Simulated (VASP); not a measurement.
# SrO (R-3m) in VASP: settings compared

The runs below take SrO through single point, with HSE06, PBE.

All numbers are computed with VASP 6.6.1; they aren't measurements. Logs are shortened: lines on timing, memory, paths and dates and some standing lists are left out, and cuts for length are marked.

## 1. The cell of the first run

The structure is trigonal, space group R-3m (No. 166). The conventional cell has a = 3.649 Å, b = 3.649 Å, c = 9.382 Å, α = 90.00°, β = 90.00°, γ = 120.00°. Sr (site symmetry -3m) is surrounded by 6 O at 2.62 Å. Around O (site symmetry -3m) lie 6 Sr at 2.62 Å.

The cell was built by a generator and needn't be a form met in nature.

## 2. Single point, HSE06 (shear_111 strain +5.0%)

Input file POSCAR:

```
SrO
1.0
    0.0856524252      2.6655447518      2.6655447518
    2.6655447518      0.0856524252      2.6655447518
    2.6655447518      2.6655447518      0.0856524252
Sr O
1 1
Direct
    0.0000000000      0.0000000000      0.0000000000
    0.5000000000      0.5000000000      0.5000000000
```

Input file INCAR.step1:

```
PREC     = Accurate       # precision mode
ENCUT    = 520            # plane-wave cutoff, eV
EDIFF    = 1E-5           # SCF threshold, eV
ISMEAR   = 0              # smearing method
SIGMA    = 0.01           # smearing width, eV
LREAL    = F              # projectors in reciprocal space
LASPH    = T              # aspherical terms in the spheres
NELM     = 100            # most SCF steps
ALGO     = Normal         # electronic algorithm
ISIF     = 2              # what is computed and relaxed
LWAVE    = T              # write WAVECAR
LCHARG   = F              # write CHGCAR
NBANDS   = 15             # bands
GGA      = PE             # functional
```

Input file INCAR.step2:

```
PREC     = Accurate       # precision mode
ENCUT    = 520            # plane-wave cutoff, eV
EDIFF    = 1E-6           # SCF threshold, eV
ISMEAR   = 0              # smearing method
SIGMA    = 0.01           # smearing width, eV
LREAL    = F              # projectors in reciprocal space
LASPH    = T              # aspherical terms in the spheres
NELM     = 100            # most SCF steps
ALGO     = Normal         # electronic algorithm
ISIF     = 2              # what is computed and relaxed
LWAVE    = F              # write WAVECAR
LCHARG   = F              # write CHGCAR
GGA      = PE             # functional
LHFCALC  = T              # exact exchange
HFSCREEN = 0.2079         # screening, 1/A
PRECFOCK = Normal       
NBANDS   = 15             # bands
ISTART   = 1
```

Input file KPOINTS:

```
regular mesh
0
Gamma
  6 6 6
```

Potentials or basis: VASP PAW PBE potentials, release 64 (Sr_sv, O).

On the command line:

```console
$ cat potpaw_PBE.64/Sr_sv/POTCAR potpaw_PBE.64/O/POTCAR > POTCAR
$ cp INCAR.step1 INCAR
$ mpirun -np 1 vasp_std > vasp.out
$ cp INCAR.step2 INCAR
$ mpirun -np 1 vasp_std > vasp.out
```

OUTCAR:

```text
PREC = Accurate
   ENCUT = 520
   EDIFF = 1E-6
   ISMEAR = 0
   LREAL = F
   LASPH = T
   NELM = 100
   ISIF = 2
   GGA = PE
   LHFCALC = T
   HFSCREEN = 0.2079
   PRECFOCK = Normal
   ISTART = 1

 ion  position               nearest neighbor table
   1  0.000  0.000  0.000-   2 2.62   2 2.62   2 2.62   2 2.62   2 2.62   2 2.62
   2  0.500  0.500  0.500-   1 2.62   1 2.62   1 2.62   1 2.62   1 2.62   1 2.62

  LATTYP: Found a trigonal (rhomboedric) cell.
 ALAT       =     3.7706224931
 COS(alpha) =     0.5318585955

  Lattice vectors:

 A1 = (   0.0856524252,   2.6655447518,   2.6655447518)
 A2 = (   2.6655447518,   0.0856524252,   2.6655447518)
 A3 = (   2.6655447518,   2.6655447518,   0.0856524252)

Analysis of symmetry for initial positions (statically):
=====================================================================
 Subroutine PRICEL returns:
 Original cell was already a primitive cell.

 Routine SETGRP: Setting up the symmetry group for a
 trigonal (rhombohedral) supercell.

 Subroutine GETGRP returns: Found 12 space group operations
 (whereof 12 operations were pure point group operations)
 out of a pool of 12 trial point group operations.

The static configuration has the point symmetry D_3d.

Analysis of symmetry for dynamics (positions and initial velocities):
=====================================================================
 Subroutine PRICEL returns:
 Original cell was already a primitive cell.

 Routine SETGRP: Setting up the symmetry group for a
 trigonal (rhombohedral) supercell.

 Subroutine GETGRP returns: Found 12 space group operations
 (whereof 12 operations were pure point group operations)
 out of a pool of 12 trial point group operations.

The dynamic configuration has the point symmetry D_3d.

 Subroutine INISYM returns: Found 12 space group operations
 (whereof 12 operations are pure point group operations),
 and found     1 'primitive' translations

----------------------------------------------------------------------------------------

                                     Primitive cell

  volume of cell :      36.0530

  direct lattice vectors                    reciprocal lattice vectors
     0.085652425  2.665544752  2.665544752    -0.196871111  0.190741965  0.190741965
     2.665544752  0.085652425  2.665544752     0.190741965 -0.196871111  0.190741965
     2.665544752  2.665544752  0.085652425     0.190741965  0.190741965 -0.196871111

  length of vectors
     3.770622493  3.770622493  3.770622493     0.333950938  0.333950938  0.333950938

  position of ions in fractional coordinates (direct lattice)
     0.000000000  0.000000000  0.000000000
     0.500000000  0.500000000  0.500000000

  ion indices of the primitive-cell ions
   primitive index   ion index
                 1           1
                 2           2

----------------------------------------------------------------------------------------

 KPOINTS: regular mesh

Automatic generation of k-mesh.
 Grid dimensions read from file:
 generate k-points for:    6    6    6

 Generating k-lattice:

  Cartesian coordinates                     Fractional coordinates (reciprocal lattice)
    -0.032811852  0.031790328  0.031790328     0.166666667 -0.000000000 -0.000000000
     0.031790328 -0.032811852  0.031790328    -0.000000000  0.166666667 -0.000000000
     0.031790328  0.031790328 -0.032811852    -0.000000000 -0.000000000  0.166666667

  Length of vectors
     0.055658490  0.055658490  0.055658490

  Shift w.r.t. Gamma in fractional coordinates (k-lattice)
     0.000000000  0.000000000  0.000000000

 Subroutine IBZKPT returns following result:
 ===========================================

 Found     32 irreducible k-points:

 Following reciprocal coordinates:
            Coordinates               Weight
  0.000000  0.000000  0.000000      1.000000
  0.166667  0.000000  0.000000      6.000000
  0.333333 -0.000000  0.000000      6.000000
  0.500000 -0.000000 -0.000000      3.000000
  0.166667  0.166667 -0.000000      6.000000
  0.333333  0.166667 -0.000000     12.000000
[... 16 lines left out ...]
  0.500000  0.500000  0.166667      6.000000
 -0.333333  0.500000  0.166667     12.000000
 [... further k-points ...]
   k-points           NKPTS =     32   k-points in BZ     NKDIM =    216   number of bands    NBANDS=     15
   number of dos      NEDOS =    301   number of ions     NIONS =      2
   total plane-waves  NPLWV =  21952
   dimension x,y,z NGX =    28 NGY =   28 NGZ =   28
   dimension x,y,z NGXF=    56 NGYF=   56 NGZF=   56
   ions per type =               1   1
   NGX,Y,Z   is equivalent  to a cutoff of  12.35, 12.35, 12.35 a.u.
   NGXF,Y,Z  is equivalent  to a cutoff of  24.69, 24.69, 24.69 a.u.
 SYSTEM =  unknown system
   PREC   = accura    normal or accurate (medium, high low for compatibility)
   ISTART =      1    job   : 0-new  1-cont  2-samecut
   ICHARG =      0    charge: 1-file 2-atom 10-const
   ISPIN  =      1    spin polarized calculation?
   LNONCOLLINEAR =      F non collinear calculations
   LSORBIT =      F    spin-orbit coupling
   LASPH  =      T    aspherical Exc in radial PAW
   ENCUT  =  520.0 eV  38.22 Ry    6.18 a.u.   7.01  7.01  7.01*2*pi/ulx,y,z
   NELM   =    100;   NELMIN=  2; NELMDL=  0     # of ELM steps
   EDIFF  = 0.1E-05   stopping-criterion for ELM
   LREAL  =      F    real-space projection
   EDIFFG = 0.1E-04   stopping-criterion for IOM
   NSW    =      0    number of steps for IOM
   IBRION =     -1    ionic relax: 0-MD 1-quasi-New 2-CG
   NFREE  =      0    steps in history (QN), initial steepest desc. (CG)
   ISIF   =      2    stress and relaxation
   ISYM   =      3    0-nonsym 1-usesym 2-fastsym
   POTIM  = 0.5000    time-step for ionic-motion
   TEBEG  =    0.0;   TEEND  =   0.0 temperature during run
   PSTRESS=    0.0 pullay stress
   NELECT =      16.0000    total number of electrons
   NUPDOWN=      -1.0000    fix difference up-down
   EMIN   =  10.00;   EMAX   =-10.00  energy-range for DOS
   EFERMI =   0.00;   METHOD = LEGACY
   ISMEAR =     0;   SIGMA  =   0.01  broadening in eV -4-tet -1-fermi 0-gaus
   EFERMI_NEDOS =   21; number of points for ismear=-14 and -15
   IALGO  =     38    algorithm
   IMIX   =      1    mixing-type and parameters
     AMIX     =   0.40;   BMIX     =  1.00
     AMIX_MAG =   1.60;   BMIX_MAG =  1.00
  volume/ion in A,a.u.               =      18.03       121.65
  Fermi-wavevector in a.u.,A,eV,Ry     =   1.248728  2.359753 21.215846  1.559321
  Thomas-Fermi vector in A             =   2.382801
   LORBIT       =      0    0 simple, 1 ext, 2 COOP (PROOUT), +10 PAW based schemes
   GGA     = PE    functional components
   LHFCALC =     T    Hartree Fock is set to
   PRECFOCK=normal    Normal, Fast or Accurate (Low or Medium for compatibility)
   ENCUT4O =  -1.0   cutoff for four orbital integrals eV
   NKREDX  =     1    reduce k-point grid by
   NKREDY  =     1    reduce k-point grid by
   NKREDZ  =     1    reduce k-point grid by
   AEXX    =    0.2500 exact exchange contribution
   HFSCREEN=    0.2079 screening length (either q_TF or 0.3 A-1)
   HFSCREENC=   0.2079 screening length for correlation (either q_TF or 0.3 A-1)
   ENCUTFOCK=  -1.0 apply spherical cutoff to Coloumb kernel
   IVDW    =     0    specifies the selected vdW correction
   LEPSILON=     F    determine dielectric tensor
   LRPA    =     F    only Hartree local field effects (RPA)
 non-spin polarized calculation
 Gauss-broadening in eV      SIGMA  =   0.01
  energy-cutoff  :      520.00
  volume of cell :       36.05
 maximum number of plane-waves:      1002
  NGX = 24; NGY = 24; NGZ = 24

 number of electron      16.0000001 magnetization

 Free energy of the ion-electron system (eV)
  ---------------------------------------------------
  ext. energy  EPLUGINS =         0.00000000
  ---------------------------------------------------
  free energy    TOTEN  =       -14.14247374 eV

  energy without entropy =      -14.14247374  energy(sigma->0) =      -14.14247374

 E-fermi :   0.4902     XC(G=0):  -8.0492

 val. band max:        0.3997878548   @ k =   0.0000   0.0000   0.0000
 cond. band min:       5.0883834587   @ k =   0.5000   0.5000  -0.0000
 fundamental gap:      4.6885956039
 Fermi energy:         0.4901607609

 k-point     1 :       0.0000    0.0000    0.0000
  band No.  band energies     occupation
      1     -34.2282      2.00000
      2     -16.1325      2.00000
      3     -14.6436      2.00000
      4     -14.6250      2.00000
      5     -14.6250      2.00000
      6       0.2868      2.00000
      7       0.3998      2.00000
      8       0.3998      2.00000
      9       5.3481      0.00000
     10       7.7075      0.00000
     11       8.2329      0.00000
     12       8.2329      0.00000
     13      10.2130      0.00000
     14      10.2130      0.00000
     15      14.3201      0.00000

 k-point     2 :       0.1667    0.0000    0.0000
  band No.  band energies     occupation
      1     -34.1982      2.00000
      2     -16.5372      2.00000
      3     -14.6547      2.00000
      4     -14.6498      2.00000
      5     -14.2946      2.00000
      6      -0.3156      2.00000
      7      -0.0324      2.00000
      8       0.1016      2.00000
      9       6.4975      0.00000
     10       7.8752      0.00000
     11       8.3137      0.00000
     12       8.8034      0.00000
     13      10.8750      0.00000
     14      10.8798      0.00000
     15      16.0591      0.00000
[... 365 lines left out ...]
      3     -15.2390      2.00000
      4     -14.8699      2.00000
      5     -14.4803      2.00000
      6      -0.4720      2.00000
      7      -0.1998      2.00000
      8       0.0478      2.00000
      9       5.8989      0.00000
     10       9.4911      0.00000
     11      10.6827      0.00000
     12      12.0052      0.00000
     13      12.3824      0.00000
     14      13.8518      0.00000
     15      15.1814      0.00000

 k-point    24 :      -0.3333    0.5000    0.1667
  band No.  band energies     occupation
      1     -34.0787      2.00000
      2     -16.5125      2.00000
      3     -15.3637      2.00000
      4     -15.0756      2.00000
      5     -14.3531      2.00000
      6      -0.5278      2.00000
      7      -0.2286      2.00000
      8      -0.0273      2.00000
      9       6.4288      0.00000
     10       9.3298      0.00000
     11      10.1035      0.00000
     12      12.7067      0.00000
     13      12.9401      0.00000
     14      14.4396      0.00000
     15      15.1306      0.00000

 [... further k-points ...]

------------------------ aborting loop because EDIFF is reached ----------------------------------------

  FORCE on cell =-STRESS in cart. coord.  units (eV):
  Direction    XX          YY          ZZ          XY          YZ          ZX
  --------------------------------------------------------------------------------------
  -------------------------------------------------------------------------------------
  Total       -0.8917257     -0.8917257     -0.8917257     -0.4573959     -0.4573959     -0.4573959
  in kB      -39.6278528    -39.6278528    -39.6278528    -20.3264517    -20.3264517    -20.3264517
  external PRESSURE =     -39.6278528 kB  Pullay stress =       0.0000000 kB

 VOLUME and BASIS-vectors are now :
 -----------------------------------------------------------------------------
  energy-cutoff  :      520.00
  volume of cell :       36.05
      direct lattice vectors                 reciprocal lattice vectors
     0.085652425  2.665544752  2.665544752    -0.196871111  0.190741965  0.190741965
     2.665544752  0.085652425  2.665544752     0.190741965 -0.196871111  0.190741965
     2.665544752  2.665544752  0.085652425     0.190741965  0.190741965 -0.196871111

 POSITION                                       TOTAL-FORCE (eV/Angst)
 -----------------------------------------------------------------------------------
      0.00000      0.00000      0.00000         0.000000      0.000000     -0.000000
      2.70837      2.70837      2.70837        -0.000000     -0.000000      0.000000
 -----------------------------------------------------------------------------------
    total drift:                                0.000000      0.000000      0.000000

  FREE ENERGIE OF THE ION-ELECTRON SYSTEM (eV)
  ---------------------------------------------------
  free  energy   TOTEN  =       -14.1424737355 eV

  energy  without entropy=      -14.1424737355  energy(sigma->0) =      -14.14247374
```

It took 55 min on 1 thread of AMD EPYC 9R45 (Zen 5), shared host; peak memory 0.26 GiB.

What came out:

```yaml
Free_energy: -14.1425 eV
Pressure: -4.0 GPa
Band_gap_on_the_k_mesh: 4.69 eV, indirect (least direct gap 4.83 eV)
```

Stress tensor (GPa, compression positive):
```
-3.96 -2.03 -2.03
-2.03 -3.96 -2.03
-2.03 -2.03 -3.96
```

Caveat: the PAW data sets were made with another functional, which shifts forces and pressure a little. A k mesh can miss the band edges.

[end of part 1 of 2]
